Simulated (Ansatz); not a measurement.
Input of an Ansatz 0.2.0 run:

File input.yaml:

```yaml
crystal:
  lattice:
    - [-2.34185, 1.7113, 0.0]
    - [0.85003, 0.0, -5.05787]
    - [-2.34185, -5.1339, 0.0]
  atoms:
    - { symbol: Cu, position: [0.24799691, 0.00060149, 0.24329664] }
    - { symbol: Cu, position: [0.74799691, 0.00060149, 0.74329664] }
    - { symbol: Cu, position: [0.99799691, 0.50060149, 0.49329664] }
    - { symbol: Cu, position: [0.49799691, 0.50060149, 0.99329664] }
    - { symbol: O, position: [0.70719691, 0.75060149, 0.28409664] }
    - { symbol: O, position: [0.20719691, 0.75060149, 0.78409664] }
    - { symbol: O, position: [0.78879691, 0.25060149, 0.20249664] }
    - { symbol: O, position: [0.30482166, 0.24578955, 0.75612355] }
hamiltonian:
  xc: pbesol
  pseudopotentials: { kind: paw }
  hubbard: { sites: [{ species: Cu, l: d, u_eff: 4.5 }] }
kpoints:
  mp_grid: { grid: [9, 5, 5] }
  band_path:
    path:
      - [[0.0, 0.0, -0.5], [0.0, 0.0, 0.0], [0.0, 0.5, 0.0]]
      - [[0.0, 0.5, -0.5], [0.0, 0.0, 0.0], [0.5, -0.5, 0.0]]
      - [[0.5, -0.5, -0.5], [0.0, 0.0, 0.0], [0.5, 0.0, 0.0]]
      - [[0.5, 0.0, -0.5], [0.0, 0.0, 0.0]]
    npoints: 10
scf:
  occupations: { method: fermi_dirac, width: 0.05 }
  n_extra_bands: 20
output:
  forces: true
  stress: true
  eigenvalues: true
  fatbands: true
```

Potentials or basis: Ansatz PAW.

Launch:

```sh
$ ansatz run input.yaml --threads 4 --pin off --max-ram 11264MiB --backend cpu --events-out ev --progress --plain --runs-dir out
```

(1) Estimate the pressure.

(2) Predict the largest force.

(3) Estimate the band gap on the k mesh.

Answers

(1) 2.6 GPa.

(2) 2.584 eV/Å.

(3) none (metal or under the smearing width).

Caveat: the pressure holds a Pulay correction of +0.8 GPa for the finite cutoff; the run has no spin polarisation, though such a crystal can be magnetic; U without spin polarisation on a metal has little footing; the PAW data sets come from PBE, with cores solved anew for the run's functional, which leaves a small shift of forces and pressure; forces of over 1 eV/Å show positions far from the minimum, so gaps and moduli don't describe the material at rest.
